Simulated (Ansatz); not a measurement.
The reference is RuO$_{2}$ in the rutile structure (space group P4_2/mnm, No. 136).

```yaml
crystal:
  lattice:
    - [4.47993, 0.00000, 0.00000]
    - [0.00000, 4.47993, 0.00000]
    - [0.00000, 0.00000, 3.10691]
  atoms:
    - { symbol: Ru, position: [0.50000, 0.50000, 0.50000] }
    - { symbol: Ru, position: [0.00000, 0.00000, 0.00000] }
    - { symbol: O, position: [0.80532, 0.80532, 0.50000] }
    - { symbol: O, position: [0.30532, 0.69468, 0.00000] }
    - { symbol: O, position: [0.69468, 0.30532, 0.00000] }
    - { symbol: O, position: [0.19468, 0.19468, 0.50000] }
```

Cartesian axes are those of the cell as printed.

All numbers come from r2SCAN in Ansatz (plane waves to 500 eV, PAW, no spin-orbit coupling).

Base values:

The volume per atom comes out as 10.39 Å³ and the band gap is zero. The pressure comes out as 0.0 GPa.

One thing is altered: tensile biaxial strain of 2.48 % in the plane normal to [001], as in epitaxy on a mismatched substrate; the out-of-plane cell vector and the atoms relax.

Task: Predict the new volume per atom.

Result: The volume per atom increases by 0.32 Å³ (10.39 Å³ → 10.71 Å³).

Task: What happens to the band gap?

Result: The band gap remains zero.

Task: How does this affect the pressure?

Result: The pressure (mean of the normal stresses, compression positive) goes from zero to -6.5 GPa.

Without a gap, meshes like the base's 11×11×15 leave anisotropic stresses uncertain by several tenths of a GPa, and small strain energies with them. Whether these cells are dynamically stable was not tested. Starting moments died away, wholly or in part, for the base; another magnetic solution may exist. No Hubbard U is applied, and correlation can decide whether such a compound is a metal. All final runs are without spin polarisation.

Ansatz is a quantum-chemistry and plane-wave program.
